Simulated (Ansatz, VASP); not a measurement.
**Bi in VASP and in Ansatz**

Contents of INCAR:

```
ALGO = Normal
EDIFF = 1E-7
ENCUT = 520
GGA = PE
ISIF = 2
ISMEAR = 0
LASPH = T
LCHARG = T
LELF = T
LREAL = F
LVHAR = T
LWAVE = F
NBANDS = 30
NELM = 100
PREC = Accurate
SIGMA = 0.1
```

Contents of KPOINTS:

```
k-points
0
Gamma
  6 6 4
```

POSCAR

```
Bi
1.0
    4.7461921201      0.0000000000      0.0000000000
   -2.3730960601      4.1103229473      0.0000000000
    0.0000000000      0.0000000000      5.3847138384
Bi
3
Direct
    0.2254000000      0.0000000000      0.3333333333
    0.0000000000      0.2254000000      0.6666666667
    0.7746000000      0.7746000000      0.0000000000
```

Input for Ansatz:

```yaml
crystal:
  lattice:
    - [4.7461921201, 0.0, 0.0]
    - [-2.3730960601, 4.1103229473, 0.0]
    - [0.0, 0.0, 5.3847138384]
  atoms:
    - { symbol: Bi, position: [0.2254, 0.0, 0.3333333333] }
    - { symbol: Bi, position: [0.0, 0.2254, 0.6666666667] }
    - { symbol: Bi, position: [0.7746, 0.7746, 0.0] }
basis:
  ecutwfc: 420
kpoints:
  mp_grid: { grid: [6, 6, 4] }
hamiltonian:
  xc: pbe
scf:
  occupations: { method: gaussian, width: 0.1 }
  lower_state_search: "off"
output:
  forces: true
  stress: true
  eigenvalues: true
```

Alike in both runs: task single point; functional PBE; k mesh 6 × 6 × 4; occupations gaussian, width 0.1 eV; no spin polarisation.

|  | VASP | Ansatz |
| --- | --- | --- |
| version | VASP 6.6.1 | Ansatz 0.2.0 |
| potentials or method | VASP PAW PBE potentials, release 64 (Bi_d) | scalar-relativistic, plane waves, PAW |
| plane-wave cutoff (eV) | 520 | 420 |
| valence electrons in the cell | 45 | 45 |

VASP gave:

* gap on the k mesh at the Fermi level (eV): none
* pressure (GPa): 17.9
* largest component of the traceless stress (GPa): 8.35
* rms of the force components (eV/Å): 3.356

Q: What did Ansatz give for the same quantities?

A: gap on the k mesh at the Fermi level (eV): none; pressure (GPa): 17.9; largest component of the traceless stress (GPa): 8.34; rms of the force components (eV/Å): 3.353.

Atom by atom the forces differ by 0.002 eV/Å (rms over components). A gap of «none» marks a metal or a gap that the smearing closes. With one functional, cell and mesh, what is left measures potentials, basis and numerics.

Caveats: so large a pressure means that the cell lies far from this level's equilibrium, or that cutoff or potentials fall short (VASP); spin-orbit coupling is left out, which moves the levels of the heavy elements; forces of over 1 eV/Å show positions far from the minimum, so gaps and moduli don't describe the material at rest.
